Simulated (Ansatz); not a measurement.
A surface is cut from this relaxed crystal of HfSi2:

```cif
data_structure
_symmetry_space_group_name_H-M 'Cmcm'
_symmetry_Int_Tables_number 63
_cell_length_a 3.6503
_cell_length_b 14.3434
_cell_length_c 3.6357
_cell_angle_alpha 90.000
_cell_angle_beta 90.000
_cell_angle_gamma 90.000
_cell_volume 190.35
loop_
_atom_site_label
_atom_site_type_symbol
_atom_site_symmetry_multiplicity
_atom_site_Wyckoff_symbol
_atom_site_fract_x
_atom_site_fract_y
_atom_site_fract_z
_atom_site_occupancy
Hf1 Hf 4 c 0.00000 0.39530 0.75000 1
Si1 Si 4 c 0.00000 0.05518 0.75000 1
Si2 Si 4 c 0.50000 0.25021 0.75000 1
```

Miller indices refer to the conventional cell of Cmcm (No. 63), a = 3.650 Å, b = 14.343 Å, c = 3.636 Å, α = 90.00°, β = 90.00°, γ = 90.00°.

The (001) slab of 6 planes, 9.1 Å thick with 15 Å of vacuum as cut; outer planes HfSi2 (top) and HfSi2 (bottom).

Computed with DFT PBEsol, scalar-relativistic, plane waves, PAW (Ansatz 0.2.0). Plane waves to 420 eV, a k mesh through Γ of 10×5×1 on the computed 18-atom cell and Gaussian smearing (0.10 eV); no spin polarisation. A dipole correction removes the field between periodic images along c.

The work function is left out: read from the slab's Fermi level and from the bulk's it differs by over 0.3 eV, so the slab is too thin for it.

Results for the relaxed slab:

```json
{
 "Surface energy (mean of both faces)": "1.70 J/m²"
}
```

Relaxation lowers the energy by 0.172 J/m² a face; the largest move is 0.263 Å.

```
plane (bottom to top)  atoms  spacing to next, bulk (Å)  relaxed (Å)  change (%)  rumpling (Å)
                    1  HfSi2                      1.818        1.775        -2.4         0.204
                    2  HfSi2                      1.818        1.856        +2.1         0.067
                    3  HfSi2                      1.818        1.818         0.0         0.029
                    4  HfSi2                      1.818        1.856        +2.1         0.029
                    5  HfSi2                      1.818        1.775        -2.4         0.067
                    6  HfSi2                                                             0.204
```

Slabs this thin can still miss converged surface energies by a few hundredths of a J/m² and work functions by about a tenth of an eV.

Spin-orbit coupling is left out, which matters for the bands of heavy elements.

Worked out: the slab's 18 atoms lie 5.567 eV above the same atoms in the bulk. Shared over two faces of 26.18 Å² this is 106.3 meV/Å², and 1 eV/Å² is 16.02 J/m², which gives 1.70 J/m². The top two spacings change in opposite senses (-2.4 and +2.1 %). The top plane, flat in the bulk, buckles with Si 0.10 Å above Hf.

The (001) cut is costly in bonding terms because it severs both silicon networks of the ZrSi2-type structure: the zigzag chains, which run along c, and the square nets, which lie perpendicular to b. Hf–Si bonds are broken as well. Every plane has the bulk composition, so the surface energy of 1.70 J/m² doesn't depend on the chemical potentials of Hf and Si.

The contraction of the outer spacing and expansion of the next fit the usual response to lost neighbours, in which surface atoms strengthen their remaining back bonds. The buckling fades inwards, from 0.204 to 0.029 Å. The largest move, 0.263 Å, exceeds the outer buckling although the mean spacings hardly change, which suggests a sizeable sideways shift, probably of under-coordinated Si at the cut chain ends or nets.

The result describes a surface that keeps the bulk period in the plane; a reconstruction that pairs Si dangling bonds across a larger cell could lie lower in energy.
